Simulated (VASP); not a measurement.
# GaN (P6_3mc) in VASP: phonons with LDA

Aim: the phonons of GaN with LDA.

Everything below comes from runs of VASP 6.6.1. Logs are shortened: lines on timing, memory, paths and dates and some standing lists are left out, and cuts for length are marked.

### Step 1. The crystal as given

It takes space group P6_3mc (No. 186, hexagonal). Conventional cell: a = 3.180 Å, b = 3.180 Å, c = 5.166 Å, α = 90.00°, β = 90.00°, γ = 120.00°. Ga (site symmetry 3m) is surrounded by 4 N at 1.94 to 1.95 Å. N (site symmetry 3m) is surrounded by 4 Ga at 1.94 to 1.95 Å.

### Step 2. Phonons, LDA

POSCAR reads:

```
GaN
1.0
    3.1800000000      0.0000000000      0.0000000000
   -1.5900000000      2.7539607800      0.0000000000
    0.0000000000      0.0000000000      5.1660000000
Ga N
2 2
Direct
    0.3333333300      0.6666666700      0.0000000000
    0.6666666700      0.3333333300      0.5000000000
    0.3333333300      0.6666666700      0.3750000000
    0.6666666700      0.3333333300      0.8750000000
```

INCAR.step1 reads:

```
PREC = Accurate
ENCUT = 600
EDIFF = 1E-8
ISMEAR = 0
SIGMA = 0.02
LREAL = False
LASPH = True
NELM = 80
ALGO = Normal
ISIF = 3
LWAVE = False
LCHARG = False
GGA = CA
IBRION = 2
NSW = 40
EDIFFG = -0.002
```

INCAR.step2 reads:

```
PREC = Accurate
ENCUT = 600
EDIFF = 1E-8
ISMEAR = 0
SIGMA = 0.02
LREAL = False
LASPH = True
NELM = 80
ALGO = Normal
ISIF = 2
LWAVE = False
LCHARG = False
GGA = CA
IBRION = 6
NFREE = 2
POTIM = 0.015
NSW = 1
```

KPOINTS reads:

```
regular mesh
0
Gamma
  12 12 6
```

Potentials or basis: VASP PAW LDA potentials, release 64 (Ga_d, N).

Run with:

```
$ cat potpaw_LDA.64/Ga_d/POTCAR potpaw_LDA.64/N/POTCAR > POTCAR
$ cp INCAR.step1 INCAR
$ mpirun -np 1 vasp_std > vasp.out
$ cp CONTCAR POSCAR
$ cp INCAR.step2 INCAR
$ mpirun -np 1 vasp_std > vasp.out
```

OUTCAR:

```text
PREC = Accurate
   ENCUT = 600
   EDIFF = 1E-8
   ISMEAR = 0
   LREAL = False
   LASPH = True
   NELM = 80
   ISIF = 2
   GGA = CA
   IBRION = 6
   NFREE = 2
   POTIM = 0.015
   NSW = 1

 ion  position               nearest neighbor table
   1  0.333  0.667  0.999-   4 1.93   4 1.93   4 1.93   3 1.94
   2  0.667  0.333  0.499-   3 1.93   3 1.93   3 1.93   4 1.94
   3  0.333  0.667  0.376-   2 1.93   2 1.93   2 1.93   1 1.94
   4  0.667  0.333  0.876-   1 1.93   1 1.93   1 1.93   2 1.94

  LATTYP: Found a hexagonal cell.
 ALAT       =     3.1568827412
 C/A-ratio  =     1.6304504225

  Lattice vectors:

 A1 = (   3.1568827412,   0.0000000000,   0.0000000000)
 A2 = (  -1.5784413706,   2.7339406467,   0.0000000000)
 A3 = (   0.0000000000,   0.0000000000,   5.1471407990)

Analysis of symmetry for initial positions (statically):
=====================================================================
 Subroutine PRICEL returns:
 Original cell was already a primitive cell.

 Routine SETGRP: Setting up the symmetry group for a
 hexagonal supercell.

 Subroutine GETGRP returns: Found 12 space group operations
 (whereof  6 operations were pure point group operations)
 out of a pool of 24 trial point group operations.

The static configuration has the point symmetry C_3v.
 The point group associated with its full space group is C_6v.

Analysis of symmetry for dynamics (positions and initial velocities):
=====================================================================
 Subroutine PRICEL returns:
 Original cell was already a primitive cell.

 Routine SETGRP: Setting up the symmetry group for a
 hexagonal supercell.

 Subroutine GETGRP returns: Found 12 space group operations
 (whereof  6 operations were pure point group operations)
 out of a pool of 24 trial point group operations.

The dynamic configuration has the point symmetry C_3v.
 The point group associated with its full space group is C_6v.

 Subroutine INISYM returns: Found 12 space group operations
 (whereof  6 operations are pure point group operations),
 and found     1 'primitive' translations

----------------------------------------------------------------------------------------

                                     Primitive cell

  volume of cell :      44.4236

  direct lattice vectors                    reciprocal lattice vectors
     3.156882741  0.000000000  0.000000000     0.316768180  0.182886194  0.000000000
    -1.578441371  2.733940647  0.000000000     0.000000000  0.365772388  0.000000000
     0.000000000  0.000000000  5.147140799     0.000000000  0.000000000  0.194282620

  length of vectors
     3.156882741  3.156882738  5.147140799     0.365772388  0.365772388  0.194282620

  position of ions in fractional coordinates (direct lattice)
     0.333333330  0.666666670  0.999310006
     0.666666670  0.333333330  0.499310006
     0.333333330  0.666666670  0.375689994
     0.666666670  0.333333330  0.875689994

  ion indices of the primitive-cell ions
   primitive index   ion index
                 1           1
                 2           2
                 3           3
                 4           4

----------------------------------------------------------------------------------------

 KPOINTS: regular mesh

Automatic generation of k-mesh.
 Grid dimensions read from file:
 generate k-points for:   12   12    6

[... 64 lines left out ...]
   LREAL  =      F    real-space projection
   EDIFFG = 0.1E-06   stopping-criterion for IOM
   NSW    =     85    number of steps for IOM
   IBRION =      6    ionic relax: 0-MD 1-quasi-New 2-CG
   NFREE  =      2    steps in history (QN), initial steepest desc. (CG)
   ISIF   =      2    stress and relaxation
   ISYM   =      2    0-nonsym 1-usesym 2-fastsym
   POTIM  = 0.0150    time-step for ionic-motion
   TEBEG  =    0.0;   TEEND  =   0.0 temperature during run
   PSTRESS=    0.0 pullay stress
   NELECT =      36.0000    total number of electrons
   NUPDOWN=      -1.0000    fix difference up-down
   EMIN   =  10.00;   EMAX   =-10.00  energy-range for DOS
   EFERMI =   0.00;   METHOD = LEGACY
   ISMEAR =     0;   SIGMA  =   0.02  broadening in eV -4-tet -1-fermi 0-gaus
   EFERMI_NEDOS =   21; number of points for ismear=-14 and -15
   IALGO  =     38    algorithm
   IMIX   =      4    mixing-type and parameters
     AMIX     =   0.40;   BMIX     =  1.00
     AMIX_MAG =   1.60;   BMIX_MAG =  1.00
  volume/ion in A,a.u.               =      11.11        74.95
  Fermi-wavevector in a.u.,A,eV,Ry     =   1.526293  2.884275 31.695713  2.329569
  Thomas-Fermi vector in A             =   2.634346
   LORBIT       =      0    0 simple, 1 ext, 2 COOP (PROOUT), +10 PAW based schemes
   GGA     = CA    functional components
   LHFCALC =     F    Hartree Fock is set to
   AEXX    =    0.0000 exact exchange contribution
   IVDW    =     0    specifies the selected vdW correction
   LEPSILON=     F    determine dielectric tensor
   LRPA    =     F    only Hartree local field effects (RPA)
 finite differences with symmetry
 non-spin polarized calculation
 Gauss-broadening in eV      SIGMA  =   0.02
  energy-cutoff  :      600.00
  volume of cell :       44.42
 maximum number of plane-waves:      1520
 NGX is ok and might be reduce to    28
   NGX = 13   NGY = 13   NGZ = 21

--------------------------------------- Ionic step        1  -------------------------------------------

 number of electron      35.9999987 magnetization

 Free energy of the ion-electron system (eV)
  ---------------------------------------------------
  ext. energy  EPLUGINS =         0.00000000
  ---------------------------------------------------
  free energy    TOTEN  =       -27.91143557 eV

  energy without entropy =      -27.91143557  energy(sigma->0) =      -27.91143557

------------------------ aborting loop because EDIFF is reached ----------------------------------------

  FORCE on cell =-STRESS in cart. coord.  units (eV):
  Direction    XX          YY          ZZ          XY          YZ          ZX
  --------------------------------------------------------------------------------------
  -------------------------------------------------------------------------------------
  Total        0.0025530      0.0025530     -0.0053737      0.0000000      0.0000000      0.0000000
  in kB        0.0920778      0.0920778     -0.1938082      0.0000000      0.0000000      0.0000000
  external PRESSURE =      -0.0032175 kB  Pullay stress =       0.0000000 kB
[... 291 lines left out ...]
--------------------------------------- Ionic step        9  -------------------------------------------

 number of electron      35.9999988 magnetization

 Free energy of the ion-electron system (eV)
  ---------------------------------------------------
  ext. energy  EPLUGINS =         0.00000000
  ---------------------------------------------------
  free energy    TOTEN  =       -27.90928272 eV

  energy without entropy =      -27.90928272  energy(sigma->0) =      -27.90928272

 E-fermi :   5.5380     XC(G=0): -12.2723

 val. band max:        5.3926744772   @ k =   0.0000   0.0000   0.0000
 cond. band min:       7.4941934932   @ k =   0.0000   0.0000   0.0000
 fundamental gap:      2.1015190160
 Fermi energy:         5.5379988341

 k-point     1 :       0.0000    0.0000    0.0000
  band No.  band energies     occupation
      1     -10.7143      2.00000
      2      -9.7462      2.00000
      3      -8.2018      2.00000
      4      -8.1797      2.00000
      5      -8.1797      2.00000
      6      -8.1117      2.00000
[... 589 lines left out ...]
     21      12.4595      0.00000
     22      13.6406      0.00000

 [... further k-points ...]

------------------------ aborting loop because EDIFF is reached ----------------------------------------

  FORCE on cell =-STRESS in cart. coord.  units (eV):
  Direction    XX          YY          ZZ          XY          YZ          ZX
  --------------------------------------------------------------------------------------
  -------------------------------------------------------------------------------------
  Total       -0.0800846     -0.0800846      0.1678255      0.0000000      0.0000000      0.0000000
  in kB       -2.8883260     -2.8883260      6.0527800      0.0000000      0.0000000      0.0000000
  external PRESSURE =       0.0920427 kB  Pullay stress =       0.0000000 kB
[... 19 lines left out ...]
  FREE ENERGIE OF THE ION-ELECTRON SYSTEM (eV)
  ---------------------------------------------------
  free  energy   TOTEN  =       -27.9092827204 eV

  energy  without entropy=      -27.9092827204  energy(sigma->0) =      -27.90928272

 INTERNAL STRAIN TENSORS FROM DISPLACED ATOMS
 ============================================

 INTERNAL STRAIN TENSOR FOR ION    1 for displacements in x,y,z  (eV/Angst):
          X           Y           Z          XY          YZ          ZX
  --------------------------------------------------------------------------------
  x     0.00000     0.00000     0.00000    -8.66178     0.00000    -5.85799
  y    -8.66178     8.66178     0.00000     0.00000    -5.85799     0.00000
  z    -5.67545    -5.67545    10.75623     0.00000     0.00000     0.00000

 INTERNAL STRAIN TENSOR FOR ION    4 for displacements in x,y,z  (eV/Angst):
          X           Y           Z          XY          YZ          ZX
  --------------------------------------------------------------------------------
  x     0.00000     0.00000     0.00000     9.99592    -0.00000     5.86269
  y     9.99592    -9.99592     0.00000     0.00000     5.86269     0.00000
  z     5.71445     5.71445   -10.75538     0.00000    -0.00000     0.00000

 Eigenvectors and eigenvalues of the dynamical matrix
 ----------------------------------------------------

   1 f  =   20.911244 THz   131.389222 2PiTHz  697.524025 cm-1    86.481918 meV
             X         Y         Z           dx          dy          dz
     -0.000000  1.822627  5.143589    -0.000000   -0.000000    0.036675
      1.578441  0.911314  2.570019    -0.000000   -0.000000   -0.036675
     -0.000000  1.822627  1.933729    -0.000000   -0.000000   -0.706155
      1.578441  0.911314  4.507300     0.000000    0.000000    0.706155
[... 71 lines left out ...]
  12 f/i=    0.003675 THz     0.023091 2PiTHz    0.122589 cm-1     0.015199 meV
             X         Y         Z           dx          dy          dz
     -0.000000  1.822627  5.143589     0.000000   -0.000000   -0.645345
      1.578441  0.911314  2.570019     0.000000   -0.000000   -0.645345
     -0.000000  1.822627  1.933729     0.000000   -0.000000   -0.289014
      1.578441  0.911314  4.507300     0.000000   -0.000000   -0.289014

 ELASTIC MODULI CONTR FROM IONIC RELAXATION (kBar)
 Direction    XX          YY          ZZ          XY          YZ          ZX
 --------------------------------------------------------------------------------
 XX        -684.9574    309.7050    354.3610      0.0000      0.0000      0.0000
 YY         309.7050   -684.9574    354.3610     -0.0000     -0.0000     -0.0000
 ZZ         354.3610    354.3610   -669.2656      0.0000     -0.0000      0.0000
 XY           0.0000     -0.0000      0.0000   -497.3312      0.0000      0.0000
 YZ           0.0000      0.0000     -0.0000      0.0000   -183.4447      0.0000
 ZX           0.0000     -0.0000      0.0000      0.0000      0.0000   -183.4446
 --------------------------------------------------------------------------------
```

Wall time 20 min (1 thread of Intel Xeon Platinum 8488C (Sapphire Rapids), shared host); peak memory 0.77 GiB.

What came out:

| Quantity | Value |
| --- | --- |
| Relaxed volume | 11.11 Å³/atom |
| Relaxed cell | a = 3.157 Å, b = 3.157 Å, c = 5.147 Å, α = 90.00°, β = 90.00°, γ = 120.00° |
| Space group after relaxing (to 0.05 Å) | P6_3mc (No. 186) |
| Highest phonon frequency at Γ, LO-TO splitting left out | 698 cm⁻¹ |

The path:
| step | energy change (eV) | largest force (eV/Å) | pressure (GPa) | volume (Å³) |
| --- | --- | --- | --- | --- |
| 1 | 0.0000 | 0.1278 | -3.53 | 45.24 |
| 2 | -0.0002 | 0.1155 | 3.79 | 43.63 |
| 3 | -0.0109 | 0.0106 | 0.03 | 44.42 |
| 4 | -0.0108 | 0.0081 | 0.09 | 44.40 |
| 5 | -0.0109 | 0.0000 | -0.16 | 44.44 |
| 6 | -0.0109 | 0.0027 | -0.02 | 44.43 |
| 7 | -0.0109 | 0.0005 | -0.01 | 44.42 |

Final structure:
```cif
data_structure
_symmetry_space_group_name_H-M 'P 1'
_symmetry_Int_Tables_number 1
_cell_length_a 3.1569
_cell_length_b 3.1569
_cell_length_c 5.1471
_cell_angle_alpha 90.000
_cell_angle_beta 90.000
_cell_angle_gamma 120.000
_cell_volume 44.42
loop_
_atom_site_label
_atom_site_type_symbol
_atom_site_fract_x
_atom_site_fract_y
_atom_site_fract_z
_atom_site_occupancy
Ga1 Ga 0.33333 0.66667 0.99931 1
Ga2 Ga 0.66667 0.33333 0.49931 1
N1 N 0.33333 0.66667 0.37569 1
N2 N 0.66667 0.33333 0.87569 1
```

Phonon frequencies in cm⁻¹ (negative: imaginary):
| q point | frequencies |
| --- | --- |
| (0.000, 0.000, 0.000) | 0 0 0 139 139 336 539 561 561 570 570 698 |
